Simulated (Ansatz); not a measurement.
An element in the bcc structure gives these cold pressures by all-electron LAPW under PBE (Ansatz 0.2.0, scalar-relativistic, no spin polarisation).

| V (Å³/atom) | P (GPa) |
| --- | --- |
| 17.32 | -0.01 |
| 16.45 | 5.85 |
| 14.72 | 22.3 |
| 12.99 | 47.8 |
| 11.26 | 86.6 |
| 9.52 | 152.7 |
| 7.79 | 274.4 |
| 6.93 | 376.9 |

Q: Which element is it?

A: Ti. Its zero-pressure volume in this structure is near 17.3 Å³/atom; the volume and the steepness of P(V) together point to it, though neighbours can come close. This is the case that was computed; others weren't tested.
